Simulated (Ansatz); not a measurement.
# CuCl2 (P4/mmm) in Ansatz: a series of runs

The runs below take CuCl2 through relaxation of cell and atoms, with r2SCAN, r2SCAN+U.

All numbers are computed with Ansatz 0.2.0; they aren't measurements. Logs are shortened: lines on timing, memory, paths and dates and some standing lists are left out, and cuts for length are marked.

**1. The structure**

It takes space group P4/mmm (No. 123, tetragonal). Conventional cell: a = 4.521 Å, b = 4.521 Å, c = 4.318 Å, α = 90.00°, β = 90.00°, γ = 90.00°. Cu (site symmetry 4/mmm) is surrounded by 4 Cl at 2.26 Å. Cl (site symmetry mmm) is surrounded by 2 Cu at 2.26 Å.

Measurements of this composition are mostly on another form, of space group No. 12.

**2. Relaxation of cell and atoms, r2SCAN**

The input, input.yaml:

```yaml
crystal:
  lattice:
    - [4.520648, 0.0, 0.0]
    - [0.0, 4.520648, 0.0]
    - [0.0, 0.0, 4.317712]
  atoms:
    - { symbol: Cu, position: [0.0, 0.0, 0.0] }
    - { symbol: Cl, position: [0.0, 0.5, 0.0] }
    - { symbol: Cl, position: [0.5, 0.0, 0.0] }
hamiltonian:
  xc: r2scan
  pseudopotentials: { kind: paw }
kpoints:
  mp_grid: { grid: [6, 6, 6] }
scf:
  occupations: { method: fermi_dirac, width: 0.05 }
output:
  forces: true
  stress: true
  eigenvalues: true
  write_density: true
  write_potential: true
  elf: true
  volumetric_format: npy
relax:
  f_tol: 0.01
  max_steps: 40
  cell: { stress_tol: 0.05 }
```

Potentials or basis: Ansatz PAW.

Started as:

```bash
> ansatz run input.yaml --threads 2 --pin off --max-ram 5632MiB --backend cpu --events-out ev --progress --plain --runs-dir out
```

What it wrote:

```text
Warning: RAYON_NUM_THREADS=2 ignored (pool sized by the plan → 2); use --threads N
Engine: ansatz 0.2.0, aarch64-unknown-linux-gnu
Pseudopotentials: kind: paw
Pseudopotential: Cu, paw, valence charge 19, recommended cutoff 500 eV (meta_gga), Cu.paw.azcp
Pseudopotential: Cl, paw, valence charge 7, recommended cutoff 500 eV (meta_gga), Cl.paw.azcp
Functional definition: r2SCAN
  parameter k0 = 0.174
  parameter k1 = 0.065
  parameter a1 = 4.9479
  exchange = r2scan_x(k0 = k0, k1 = k1, a1 = a1)
  correlation = r2scan_c
Crystal: 3 atoms, lattice volume = 88.238 Å³
Basis set: ecut = 500 eV, 2243 PW (Γ), exchange–correlation on 144×144×128 points (64 copies of the dense FFT grid, shifted against one another)
Bands: 21, of which v1, the nominal top of the filled ones, is band 17 counted from 1 (16 counted from 0)
Symmetry: 16 space group operations
Space group: P4/mmm (ITA 123), of the structure as read, at distance tolerance 4.5e-5 Å
k-points: 40 of 216
Non-local potential: Cu, projectors of the file, l = 0: 3, l = 1: 2, l = 2: 3, l = 3: 1
Non-local potential: Cl, projectors of the file, l = 0: 2, l = 1: 2, l = 2: 2
PAW form: soft (Blöchl's): semilocal exchange-correlation on the pseudo side does not see the compensation charge
PAW frozen core: Cu, regenerated for the run's functional (the file was generated under x = pbe(κ = 0.804, μ = 0.2195149727645171), c = pbe(β = 0.06672455060314922))
PAW frozen core: Cl, regenerated for the run's functional (the file was generated under x = pbe(κ = 0.804, μ = 0.2195149727645171), c = pbe(β = 0.06672455060314922))
PAW one-centre angular grid: Cu, 590 points (default); XC on 160 Gauss nodes
PAW one-centre angular grid: Cl, 302 points (default); XC on 160 Gauss nodes
Initial density: superposition of atomic densities (neutral atoms: chi_scale 0, normalization atom), corrected by the library's trained network
Initial wavefunctions: pseudopotential atomic-orbital guess
Functional: x = r2scan, c = r2scan; τ floored in thin density (d = 2e-4 eV/Å³)
SCF iter   1: F=—  HF=-8799.598189 eV  |F-HF|=—  |Δ(HF+E_count)|=         —  Δρ=2.04e-2  dr2=2.22e-1  dr2_τ=8.98e-3  ethr=1.77e-3  ⟨swp⟩=6.0  Hψ=4317  notcnv=0
preconditioner: auto → LDOS  [metal: Δε(μ)=0.010 eV  Ē_g=11.478 eV  σ=0.050 eV  W_gap=0.05  n_scr=18 (ndim 8)  ℏωp=19.8 eV  f_vac=0.321  D(μ)=4.20/eV (n_scr^D=32)  β→1.0]
SCF iter   2: F=—  HF=-8799.592614 eV  |F-HF|=—  |Δ(HF+E_count)|=   5.58e-3  Δρ=4.61e-3  dr2=2.33e-2  dr2_τ=1.23e-3  ethr=6.72e-4  ⟨swp⟩=2.0  Hψ=1651  notcnv=0  defer=4
SCF iter   3: F=—  HF=-8799.612699 eV  |F-HF|=—  |Δ(HF+E_count)|=   2.01e-2  Δρ=1.71e-2  dr2=1.86e-1  dr2_τ=9.76e-4  ethr=7.07e-5  ⟨swp⟩=2.0  Hψ=1672  notcnv=0  defer=4  recentre
SCF iter   4: F=—  HF=-8799.599882 eV  |F-HF|=—  |Δ(HF+E_count)|=   1.28e-2  Δρ=1.16e-2  dr2=9.51e-2  dr2_τ=5.92e-4  ethr=7.07e-5  ⟨swp⟩=2.0  Hψ=1563  notcnv=0  defer=4
SCF iter   5: F=—  HF=-8799.589481 eV  |F-HF|=—  |Δ(HF+E_count)|=   1.04e-2  Δρ=1.31e-3  dr2=1.78e-3  dr2_τ=6.86e-5  ethr=7.07e-5  ⟨swp⟩=2.0  Hψ=1386  notcnv=0  defer=4
SCF iter   6: F=—  HF=-8799.589292 eV  |F-HF|=—  |Δ(HF+E_count)|=   1.89e-4  Δρ=3.78e-4  dr2=8.94e-5  dr2_τ=5.65e-6  ethr=5.39e-6  ⟨swp⟩=1.7  Hψ=884  notcnv=0  defer=4
SCF iter   7: F=—  HF=-8799.589298 eV  |F-HF|=—  |Δ(HF+E_count)|=   5.89e-6  Δρ=5.08e-5  dr2=1.94e-6  dr2_τ=1.42e-7  ethr=2.71e-7  ⟨swp⟩=2.1  Hψ=1301  notcnv=0  defer=4
SCF iter   8: F=—  HF=-8799.589300 eV  |F-HF|=—  |Δ(HF+E_count)|=   1.97e-6  Δρ=3.07e-5  dr2=8.24e-7  dr2_τ=1.69e-8  ethr=5.89e-9  ⟨swp⟩=2.0  Hψ=1338  notcnv=0  defer=4
SCF iter   9: F=—  HF=-8799.589300 eV  |F-HF|=—  |Δ(HF+E_count)|=   4.71e-8  Δρ=1.70e-5  dr2=2.44e-7  dr2_τ=2.34e-9  ethr=2.50e-9  ⟨swp⟩=1.0  Hψ=836  notcnv=0  defer=4
SCF iter  10: F=-8799.589300 eV  HF=-8799.589300 eV  |F-HF|=7.64e-9  |Δ(HF+E_count)|=   2.50e-8  Δρ=3.22e-6  dr2=8.13e-9  dr2_τ=6.52e-11  ethr=3.03e-10  ⟨swp⟩=8.1  Hψ=4877  notcnv=0
SCF 1 converged in 10 iterations: F = -8799.589300 eV  dr2 = 8.13e-9
relax step   1: F+E_penalty+E_count = -8799.58930013 eV  Δ(F+E_penalty+E_count) = +0.000e0 eV  max|allowed force component| = 2.153e-30 eV/Å  Δτ_max = 0.0000 Å  P = -0.798 GPa  Ω = 88.238 Å³  (10 SCF iters, dr2 threshold 1.00e-7 eV, accepted)
Crystal: 3 atoms, lattice volume = 87.132 Å³
Basis set: ecut = 500 eV, 2187 PW (Γ), exchange–correlation on 144×144×128 points (64 copies of the dense FFT grid, shifted against one another)
Initial density: handed on by an earlier stage of this run
Initial wavefunctions: those handed on with the density
iter 1 solved again at ethr=9.39e-7 eV; its pass at ethr=3.10e-3 eV (dr2=3.10e-4 eV) is discarded
SCF iter   1: F=—  HF=-8799.589494 eV  |F-HF|=—  |Δ(HF+E_count)|=         —  Δρ=4.75e-4  dr2=2.85e-4  dr2_τ=2.28e-3  ethr=9.39e-7  ⟨swp⟩=1.9  Hψ=4658  notcnv=0
preconditioner: auto → LDOS  [metal: Δε(μ)=0.018 eV  Ē_g=11.338 eV  σ=0.050 eV  W_gap=0.09  n_scr=18 (ndim 8)  ℏωp=19.9 eV  f_vac=0.318  D(μ)=3.37/eV (n_scr^D=26)  β→1.0]
SCF iter   2: F=—  HF=-8799.593310 eV  |F-HF|=—  |Δ(HF+E_count)|=   3.82e-3  Δρ=5.15e-4  dr2=2.01e-4  dr2_τ=9.69e-6  ethr=8.65e-7  ⟨swp⟩=2.7  Hψ=1719  notcnv=0
SCF iter   3: F=—  HF=-8799.593237 eV  |F-HF|=—  |Δ(HF+E_count)|=   7.30e-5  Δρ=3.08e-4  dr2=8.86e-5  dr2_τ=1.33e-6  ethr=6.10e-7  ⟨swp⟩=2.0  Hψ=1424  notcnv=0
SCF iter   4: F=—  HF=-8799.593232 eV  |F-HF|=—  |Δ(HF+E_count)|=   5.39e-6  Δρ=1.72e-4  dr2=3.25e-5  dr2_τ=3.54e-7  ethr=2.69e-7  ⟨swp⟩=1.0  Hψ=840  notcnv=0
[... 74 lines left out ...]
Initial wavefunctions: pseudopotential atomic-orbital guess (no wavefunctions were taken with the density)
iter 1 solved again at ethr=1.97e-7 eV; its pass at ethr=3.10e-3 eV (dr2=6.49e-5 eV) is discarded
SCF iter   1: F=—  HF=-8799.598884 eV  |F-HF|=—  |Δ(HF+E_count)|=         —  Δρ=1.01e-4  dr2=1.54e-6  dr2_τ=4.56e-6  ethr=1.97e-7  ⟨swp⟩=3.0  Hψ=6420  notcnv=0
preconditioner: auto → LDOS  [metal: Δε(μ)=0.005 eV  Ē_g=11.492 eV  σ=0.050 eV  W_gap=0.03  n_scr=18 (ndim 8)  ℏωp=20.6 eV  f_vac=0.273  D(μ)=3.19/eV (n_scr^D=26)  β→1.0]
SCF iter   2: F=—  HF=-8799.598898 eV  |F-HF|=—  |Δ(HF+E_count)|=   1.45e-5  Δρ=3.14e-4  dr2=6.05e-5  dr2_τ=4.39e-7  ethr=4.67e-9  ⟨swp⟩=2.0  Hψ=1504  notcnv=0
SCF iter   3: F=—  HF=-8799.598892 eV  |F-HF|=—  |Δ(HF+E_count)|=   5.79e-6  Δρ=1.72e-4  dr2=2.09e-5  dr2_τ=1.67e-7  ethr=4.67e-9  ⟨swp⟩=2.0  Hψ=1484  notcnv=0
SCF iter   4: F=—  HF=-8799.598892 eV  |F-HF|=—  |Δ(HF+E_count)|=   7.59e-8  Δρ=1.77e-4  dr2=1.74e-5  dr2_τ=1.02e-7  ethr=4.67e-9  ⟨swp⟩=2.0  Hψ=1364  notcnv=0
SCF iter   5: F=—  HF=-8799.598890 eV  |F-HF|=—  |Δ(HF+E_count)|=   2.72e-6  Δρ=1.06e-5  dr2=8.41e-8  dr2_τ=6.69e-9  ethr=4.67e-9  ⟨swp⟩=2.0  Hψ=1484  notcnv=0
SCF iter   6: F=—  HF=-8799.598890 eV  |F-HF|=—  |Δ(HF+E_count)|=   2.50e-9  Δρ=1.24e-6  dr2=6.29e-10  dr2_τ=8.06e-11  ethr=2.55e-10  ⟨swp⟩=2.5  Hψ=1204  notcnv=0
SCF iter   7: F=-8799.598890 eV  HF=-8799.598890 eV  |F-HF|=0.00e0  |Δ(HF+E_count)|=  8.89e-10  Δρ=1.18e-7  dr2=7.43e-12  dr2_τ=5.53e-13  ethr=1.00e-12  ⟨swp⟩=4.5  Hψ=4428  notcnv=0
SCF 8 converged in 7 iterations: F = -8799.598890 eV  dr2 = 7.43e-12
relax step   8: F+E_penalty+E_count = -8799.59888958 eV  Δ(F+E_penalty+E_count) = +9.284e-4 eV  max|allowed force component| = 4.557e-29 eV/Å  Δτ_max = 0.0000 Å  P = -0.003 GPa  Ω = 80.926 Å³  stress off target by 1.66e-2 GPa  SCF on the basis re-selected at this cell (its energy is not comparable with the rows above)  (7 SCF iters)
basis re-selected at this cell: Δ(F+E_penalty+E_count) = +9.284e-4 eV, ΔP = -0.010 GPa vs the last step (what re-selecting the basis moved, of the pressure what is left beyond the Pulay correction that the steps carried, after the strain that the cell walked since its last selection, with what the two solves' SCF thresholds leave and, on support functions, any second-order correction that the steps lacked; it is no measure of the basis error at this ecutwfc). The dense FFT grid was sized anew with the basis: this SCF ran on 36×36×30 points, the steps before it on 36×36×32, so part of this shift can come from that change (see relax.cell in the input reference). This SCF's stress stands 1.66e-2 GPa from its target on what of the cell is left free (relax.cell.stress_tol is 5.00e-2 GPa) and its largest allowed force component is 4.56e-29 eV/Å (relax.f_tol is 1.00e-2 eV/Å): within both
SCF converged after 7 iterations
Free energy (F): -8799.598890 eV
Harris-Foulkes:  -8799.598890 eV  (|F-HF|=0.00e0)
Internal energy: -8799.574686 eV  (E = F + TS)
E sigma→0 (E₀):  -8799.586788 eV
Entropy (-TS):   -0.024203 eV (-8.068 meV/atom)
Fermi energy:    1.554725 eV
--- Per-component energies (eV) ---
  E_band       = -717.549722
  E_kinetic    = 617.882671
  E_local      = -7309.920385  (includes V_loc(G=0)·N_el)
  E_nonlocal   = 457.826866
  E_hartree    = 3185.729009
  E_xc         = -288.648529
  E_vxc        = -388.843053  (∫ρ·V_xc dr)
  E_paw        = -3014.996567  (= ΣΔE_a)
  E_vpaw       = -488.559405  (= ΣTr[D̂ρ^β])
  E_aug_tail   = 0.000222  (compensation charges beyond the density's cutoff)
  E_vtau       = 22.605595  (kinetic-family band-sum trace: ∫τ·v_τ [+ j·A + Jᵃ·Aᵃ] dr)
  E_ewald      = -2446.874052
  E_core_change = -0.573922  (= ΣΔE_core)
  E_smearing   = -0.024203  (= −TS)
  E_closure    = 0.000000  (closes the sum)
  Σ components = -8799.598890   (vs F -8799.598890, Δ=0.00e0)
--- Forces (eV/Å), atoms counted from 1 ---
  atom   1  Cu     0.00000000    -0.00000000     0.00000000
  atom   2  Cl     0.00000000     0.00000000     0.00000000
  atom   3  Cl     0.00000000    -0.00000000    -0.00000000
  max |Σ_I F_I| component: 7.04e-29 eV/Å
--- Stress (GPa, compression-positive) ---
        0.004012      -0.000000       0.000000
       -0.000000       0.004012       0.000000
        0.000000       0.000000      -0.016569
  P = ⅓ Tr σ = -0.0028 GPa (-0.028 kbar)
--- Band table (eV; the first three rows and the last of 40) ---
  k-point 0: bands = ["-114.2063", "-70.2225", "-70.2225", "-69.6808", "-13.9408", "-12.7246", "-2.6189", "-2.6189", "-0.9174", "-0.5218", "-0.3918", "-0.3918", "-0.3191", "-0.2717", "0.6465", "0.7023", "0.7023", "4.5814", "8.3214", "11.5689", "12.2733"]
  k-point 1: bands = ["-114.2062", "-70.2225", "-70.2225", "-69.6808", "-13.9205", "-12.7110", "-2.5931", "-2.5931", "-0.9161", "-0.8595", "-0.4035", "-0.4035", "-0.3181", "-0.1794", "0.4959", "0.7169", "0.7169", "4.8314", "8.7071", "11.3220", "12.3555"]
  k-point 2: bands = ["-114.2062", "-70.2225", "-70.2225", "-69.6808", "-13.8793", "-12.6835", "-2.5402", "-2.5402", "-1.3606", "-0.9133", "-0.4282", "-0.4282", "-0.3148", "-0.1050", "0.2109", "0.7464", "0.7464", "5.3842", "9.0681", "10.9123", "11.5623"]
  k-point 39: bands = ["-114.2062", "-70.2226", "-70.2226", "-69.6808", "-13.0930", "-13.0930", "-4.7330", "-3.0921", "-2.5873", "-1.5235", "-1.5235", "0.2038", "0.3624", "0.7785", "0.7785", "1.7061", "3.4624", "5.7144", "9.3539", "11.0614", "11.0614"]
--- Relaxed structure (7 steps of the walk, 7 accepted, 1 SCFs on fresh bases) ---
  F+E_penalty+E_count = -8799.59888958 eV   max|allowed force component| = 4.557e-29 eV/Å   (the final SCF, on the basis selected at the relaxed cell)
  cell:  # Å, volume = 80.9257 Å³
    - [4.489485237957234, 5.041891121965461e-35, 0.0]
    - [5.041891121965461e-35, 4.489485237957234, 0.0]
    - [0.0, 0.0, 4.01507002127843]
  atoms:
    - { symbol: Cu, position: [-6.817236649913505e-35, 7.156399633831415e-36, 0.0] }
    - { symbol: Cl, position: [3.391391480322537e-35, 0.5, 0.0] }
    - { symbol: Cl, position: [0.5, 3.163022026737635e-36, 0.0] }
```

Run time: 56 s. Hardware: 2 threads of Arm Neoverse V1, shared host; peak memory 0.6 GiB.

What came out:

| Quantity | Value |
| --- | --- |
| Free energy | -8799.5989 eV |
| Relaxed volume | 26.98 Å³/atom |
| Relaxed cell | a = 4.489 Å, b = 4.489 Å, c = 4.015 Å, α = 90.00°, β = 90.00°, γ = 90.00° |
| Space group after relaxing (to 0.05 Å) | P4/mmm (No. 123) |
| Energy gained by relaxing | 3.2 meV/atom |
| Ionic steps | 8 |
| Pressure after relaxing | 0.0 GPa |
| Band gap on the k mesh | none (metal or under the smearing width) |

Step by step:
| step | energy change (eV) | largest force (eV/Å) | volume (Å³) |
| --- | --- | --- | --- |
| 1 | 0.0000 | 0.0000 | 88.24 |
| 2 | -0.0039 | 0.0000 | 87.13 |
| 3 | -0.0067 | 0.0000 | 85.09 |
| 4 | -0.0077 | 0.0000 | 84.05 |
| 5 | -0.0103 | 0.0000 | 79.79 |
| 6 | -0.0106 | 0.0000 | 80.59 |
| 7 | -0.0105 | 0.0000 | 80.93 |
| 8 | -0.0096 | 0.0000 | 80.93 |

Final structure:
```cif
data_structure
_symmetry_space_group_name_H-M 'P 1'
_symmetry_Int_Tables_number 1
_cell_length_a 4.4895
_cell_length_b 4.4895
_cell_length_c 4.0151
_cell_angle_alpha 90.000
_cell_angle_beta 90.000
_cell_angle_gamma 90.000
_cell_volume 80.93
loop_
_atom_site_label
_atom_site_type_symbol
_atom_site_fract_x
_atom_site_fract_y
_atom_site_fract_z
_atom_site_occupancy
Cu1 Cu 0.00000 0.00000 0.00000 1
Cl1 Cl 0.00000 0.50000 0.00000 1
Cl2 Cl 0.50000 0.00000 0.00000 1
```

Levels at points of the mesh, in eV from the Fermi level:
| k point | band 14 | band 15 | band 16 | band 17 | band 18 | band 19 | band 20 | band 21 |
| --- | --- | --- | --- | --- | --- | --- | --- | --- |
| (0.00, 0.00, 0.00) | -1.83 | -0.91 | -0.85 | -0.85 | 3.03 | 6.77 | 10.01 | 10.72 |
| (0.00, 0.00, -0.50) | -1.63 | -1.48 | -0.79 | -0.79 | 4.18 | 7.20 | 9.61 | 9.61 |
| (0.00, -0.50, 0.00) | -1.52 | -0.84 | -0.74 | -0.44 | 6.32 | 8.20 | 9.37 | 9.79 |
| (0.00, -0.50, -0.50) | -1.67 | -0.81 | -0.68 | -0.60 | 5.72 | 8.08 | 9.06 | 10.69 |
| (-0.50, -0.50, 0.00) | -0.42 | -0.42 | 0.11 | 1.88 | 7.64 | 8.14 | 8.49 | 8.49 |
| (-0.50, -0.50, -0.50) | -0.78 | -0.78 | 0.15 | 1.91 | 4.16 | 7.80 | 9.51 | 9.51 |

Caveat: the plane-wave basis is chosen anew once the cell has moved, so the energies of steps on either side of that aren't comparable; an odd number of electrons without spin polarisation forces a metal; a magnetic or distorted state may lie lower; the run has no spin polarisation, though such a crystal can be magnetic; semilocal functionals often make such compounds metallic where correlation or magnetic order opens a gap, which also shifts bond lengths; the PAW data sets come from PBE, with cores solved anew for the run's functional, which leaves a small shift of forces and pressure. With open d or f shells a metallic result of r2SCAN can be an artefact of self-interaction; +U or a hybrid may open a gap.

**3. Relaxation of cell and atoms, r2SCAN+U**

input.yaml, as its differences from that of step 2:

```diff
@@ -12,2 +12,3 @@
   pseudopotentials: { kind: paw }
+  hubbard: { sites: [{ species: Cu, l: d, u_eff: 1.0 }] }
 kpoints:
@@ -20,6 +21,2 @@
   eigenvalues: true
-  write_density: true
-  write_potential: true
-  elf: true
-  volumetric_format: npy
 relax:
```

Potentials or basis: Ansatz PAW.

Started as:

```bash
> ansatz run input.yaml --threads 2 --pin off --max-ram 5632MiB --backend cpu --events-out ev --progress --plain --runs-dir out
```

Wall time 61 s (2 threads of Arm Neoverse V1, shared host); peak memory 0.64 GiB.

Results (log left out):

```yaml
Free_energy: -8799.4109 eV
Relaxed_volume: 26.93 Å³/atom
Relaxed_cell: a = 4.492 Å, b = 4.492 Å, c = 4.003 Å, α = 90.00°, β = 90.00°, γ = 90.00°
Space_group_after_relaxing_to_0.05_Å: P4/mmm (No. 123)
Energy_gained_by_relaxing: 3.1 meV/atom
Ionic_steps: 8
Pressure_after_relaxing: 0.0 GPa
Band_gap_on_the_k_mesh: none (metal or under the smearing width)
```

The path:
```tsv
step	energy change (eV)	largest force (eV/Å)	volume (Å³)
1	0.0000	0.0000	88.24
2	-0.0034	0.0000	87.17
3	-0.0062	0.0000	84.97
4	-0.0075	0.0000	83.67
5	-0.0098	0.0000	79.40
6	-0.0102	0.0000	80.41
7	-0.0102	0.0000	80.80
8	-0.0093	0.0000	80.80
```

Final structure:
```yaml
crystal:
  lattice:
    - [4.49250, 0.00000, 0.00000]
    - [0.00000, 4.49250, 0.00000]
    - [0.00000, 0.00000, 4.00340]
  atoms:
    - { symbol: Cu, position: [0.00000, 0.00000, 0.00000] }
    - { symbol: Cl, position: [0.00000, 0.50000, 0.00000] }
    - { symbol: Cl, position: [0.50000, 0.00000, 0.00000] }
```

Levels at points of the mesh, in eV from the Fermi level:
```
              k point  band 13  band 14  band 15  band 16  band 17  band 18  band 19  band 20  band 21
   (0.00, 0.00, 0.00)    -2.01    -1.95    -0.86    -0.82    -0.82     3.10     6.83    10.06    10.78
  (0.00, 0.00, -0.50)    -1.95    -1.91    -1.44    -0.76    -0.76     4.29     7.27     9.67     9.67
  (0.00, -0.50, 0.00)    -1.83    -1.47    -0.87    -0.79    -0.50     6.38     8.26     9.48     9.86
 (0.00, -0.50, -0.50)    -1.92    -1.71    -0.92    -0.73    -0.65     5.79     8.16     9.11    10.76
 (-0.50, -0.50, 0.00)    -1.39    -0.48    -0.48     0.14     1.88     7.76     8.21     8.54     8.54
(-0.50, -0.50, -0.50)    -1.32    -0.89    -0.89     0.18     1.91     4.23     7.84     9.58     9.58
```

Eigenvalues of the final occupation matrices:
```csv
site,spin,trace,eigenvalues
site 1,1,4.78,0.80 0.99 1.00 1.00 1.00
```

Caveat: the plane-wave basis is chosen anew once the cell has moved, so the energies of steps on either side of that aren't comparable; an odd number of electrons without spin polarisation forces a metal; a magnetic or distorted state may lie lower; the run has no spin polarisation, though such a crystal can be magnetic; U without spin polarisation on a metal has little footing; the PAW data sets come from PBE, with cores solved anew for the run's functional, which leaves a small shift of forces and pressure.
